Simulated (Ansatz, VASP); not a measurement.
**Be4H: VASP beside Ansatz**

Contents of INCAR:

```
PREC = Accurate ; ENCUT = 520
EDIFF = 1E-7 ; ISMEAR = 0
SIGMA = 0.1 ; LREAL = False
LASPH = True ; NELM = 100
ALGO = Normal ; ISIF = 2
LWAVE = False ; LCHARG = False
GGA = PE ; NBANDS = 20
```

KPOINTS

```
regular mesh
0
Gamma
  8 4 2
```

POSCAR

```
Be4H
1.0
    2.2243024946      0.0000000000      0.0000000000
   -0.0007712463      3.8257698448      0.0000000000
   -1.0476344551     -1.4143080842      9.6507278953
Be H
8 2
Direct
    0.6173671564      0.4814548513      0.7179003658
    0.1140551797      0.9876166370      0.7108015740
    0.7958107162      0.6169445372      0.0972525959
    0.2933227844      0.1170019650      0.0918992774
    0.3826328436      0.5185451487      0.2820996342
    0.8859448203      0.0123833630      0.2891984260
    0.2041892838      0.3830554628      0.9027474041
    0.7066772156      0.8829980350      0.9081007226
    0.4269846599      0.2178231504      0.3766603279
    0.5730153401      0.7821768496      0.6233396721
```

Input for Ansatz:

```yaml
crystal:
  lattice:
    - [2.2243024946, 0.0, 0.0]
    - [-0.0007712463, 3.8257698448, 0.0]
    - [-1.0476344551, -1.4143080842, 9.6507278953]
  atoms:
    - { symbol: Be, position: [0.6173671564, 0.4814548513, 0.7179003658] }
    - { symbol: Be, position: [0.1140551797, 0.987616637, 0.710801574] }
    - { symbol: Be, position: [0.7958107162, 0.6169445372, 0.0972525959] }
    - { symbol: Be, position: [0.2933227844, 0.117001965, 0.0918992774] }
    - { symbol: Be, position: [0.3826328436, 0.5185451487, 0.2820996342] }
    - { symbol: Be, position: [0.8859448203, 0.012383363, 0.289198426] }
    - { symbol: Be, position: [0.2041892838, 0.3830554628, 0.9027474041] }
    - { symbol: Be, position: [0.7066772156, 0.882998035, 0.9081007226] }
    - { symbol: H, position: [0.4269846599, 0.2178231504, 0.3766603279] }
    - { symbol: H, position: [0.5730153401, 0.7821768496, 0.6233396721] }
basis:
  ecutwfc: 420
kpoints:
  mp_grid: { grid: [8, 4, 2] }
hamiltonian:
  xc: pbe
scf:
  occupations: { method: gaussian, width: 0.1 }
  lower_state_search: "off"
output:
  forces: true
  stress: true
  eigenvalues: true
```

Change from the starting cell: the structure that the rattled cell fell into.

Alike in both runs: task single point; functional PBE; k mesh 8 × 4 × 2; occupations gaussian, width 0.1 eV; no spin polarisation.

```csv
,VASP,Ansatz
version,VASP 6.6.1,Ansatz 0.2.0
potentials or method,"VASP PAW PBE potentials, release 64 (Be, H)","scalar-relativistic, plane waves, PAW"
plane-wave cutoff (eV),520,420
valence electrons in the cell,18,18
```

|  | VASP | Ansatz | Ansatz less VASP |
| --- | --- | --- | --- |
| gap on the k mesh at the Fermi level (eV) | none | none | - |
| pressure (GPa) | 0.1 | 0.1 | -0.08 |
| largest component of the traceless stress (GPa) | 1.02 | 1.01 | -0.009 |
| rms of the force components (eV/Å) | 0.040 | 0.041 | +0.0001 |

Atom by atom the forces differ by 0.003 eV/Å (rms over components). A gap of «none» marks a metal or a gap that the smearing closes.

Caveats: the k mesh is coarse (spacing up to 0.41 Å⁻¹), so the values aren't converged.
